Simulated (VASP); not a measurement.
# TiB2 (P6/mmm) in VASP: a series of runs, part 4 of 4

VASP 6.6.1. Earlier steps stand in the parts before.

### Step 18. Single point, PBEsol (atoms moved at random, drawn with an rms of 0.05 Å)

The input, INCAR:

```
SYSTEM = TiB2
  ALGO = Normal
  EDIFF = 1E-7
  ENCUT = 520
  GGA = PS
  ISIF = 2
  ISMEAR = -1
  LASPH = .True.
  LCHARG = .False.
  LREAL = .False.
  LWAVE = .False.
  NBANDS = 16
  NELM = 60
  PREC = Accurate
  SIGMA = 0.05
```

The input, KPOINTS:

```
k-points
0
Gamma
  10 10 8
  0 0 0
```

The input, POSCAR:

```
TiB2
1.0
    3.0292000000      0.0000000000      0.0000000000
   -1.5146000000      2.6233641531      0.0000000000
    0.0000000000      0.0000000000      3.2284000000
Ti B
1 2
Direct
   -0.0033710000     -0.0139150000     -0.0152660000
    0.6563980000      0.3134780000      0.5027410000
    0.3314890000      0.6664920000      0.4940860000
```

Potentials or basis: VASP PAW PBE potentials, release 64 (Ti_sv, B).

On the command line:

```console
> cat potpaw_PBE.64/Ti_sv/POTCAR potpaw_PBE.64/B/POTCAR > POTCAR
> mpirun -np 1 vasp_std > vasp.out
```

It took 76 s on 1 thread of Intel Xeon Platinum 8488C (Sapphire Rapids), shared host; peak memory 0.27 GiB.

It converged, with:

```yaml
Free_energy: -25.7386 eV
Pressure: -4.1 GPa
Largest_force: 0.954 eV/Å
Band_gap_on_the_k_mesh: none (metal or under the smearing width)
```

Forces in eV/Å, atoms in the order of the input:
```
Ti  -0.204  0.139  0.621
B    0.045  0.789 -0.463
B    0.159 -0.927 -0.157
```

Stress tensor (GPa, compression positive):
```
-4.60  0.06 -0.16
 0.06 -1.67  0.09
-0.16  0.09 -6.04
```

Levels at points of the mesh, in eV from the Fermi level:
```csv
k point,band 7,band 8,band 9,band 10,band 11,band 12
"(0.00, 0.00, 0.00)",-2.43,-2.33,-1.88,1.92,1.98,3.59
"(0.50, 0.00, 0.00)",-3.24,-3.21,-2.23,1.42,2.83,3.31
"(0.00, 0.50, 0.00)",-3.06,-3.01,-2.19,1.39,2.81,3.13
"(0.50, 0.50, 0.00)",-3.26,-3.23,-2.24,1.43,2.83,3.31
"(0.00, 0.00, 0.50)",-0.86,-0.29,-0.17,0.05,0.53,0.60
"(0.50, 0.00, 0.50)",-4.58,-3.71,-3.12,2.56,3.00,4.53
"(0.00, 0.50, 0.50)",-4.51,-3.90,-2.92,2.54,3.00,4.55
"(0.50, 0.50, 0.50)",-4.60,-3.69,-3.14,2.56,3.00,4.54
```

Caveat: the PAW data sets were made with another functional, which shifts forces and pressure a little.

### Step 19. Equation of state, PBEsol

Potentials or basis: VASP PAW PBE potentials, release 64 (Ti_sv, B).

No new run: the results of the series are fitted here.

What came out:

* Equilibrium volume: 8.40 Å³/atom
* Bulk modulus at fixed shape and positions: 266 GPa
* Pressure derivative of the bulk modulus: 3.8

Energy against volume, from the lowest point:
| volume (Å³/atom) | energy (meV/atom) |
| --- | --- |
| 8.039 | 13.79 |
| 8.210 | 3.67 |
| 8.381 | 0.00 |
| 8.552 | 2.18 |
| 8.723 | 9.66 |
| 8.894 | 21.95 |
| 9.065 | 38.60 |

Caveat: the cell was scaled at fixed shape and fractional positions, which overstates the stiffness of a crystal with free parameters, most of all of layers and chains; the PAW data sets were made with another functional, which shifts forces and pressure a little.

### Step 20. Overview

| task | level | cell | ladder | gap on the mesh (eV) | pressure (GPa) | V0 of scaled cells (Å³/atom) | B0 (GPa) | largest force (eV/Å) |
| --- | --- | --- | --- | --- | --- | --- | --- | --- |
| single point | PBE | as given | - | none | 0.5 | - | - | - |
| single point | PBE | atoms moved at random, drawn with an rms of 0.05 Å | - | none | 1.1 | - | - | 0.95 |
| equation of state | PBE | as given | - | - | - | 8.57 | 254 | - |
| single point | PBEsol | as given | free | none | -4.7 | - | - | - |
| single point | PBEsol | atoms moved at random, drawn with an rms of 0.05 Å | free | none | -4.1 | - | - | 0.95 |
| equation of state | PBEsol | as given | free | - | - | 8.40 | 266 | - |

Alike in all rows: potentials or basis VASP PAW PBE potentials, release 64 (Ti_sv, B); no spin polarisation; k mesh 10 × 10 × 8; cutoff (eV) 520; smearing fermi-dirac 0.05 eV.

Caveats: the PAW data sets were made with another functional, which shifts forces and pressure a little (some runs); the cell was scaled at fixed shape and fractional positions, which overstates the stiffness of a crystal with free parameters, most of all of layers and chains (some runs).

Total energies depend on the potentials used, so only differences within one code and one set of settings carry meaning.
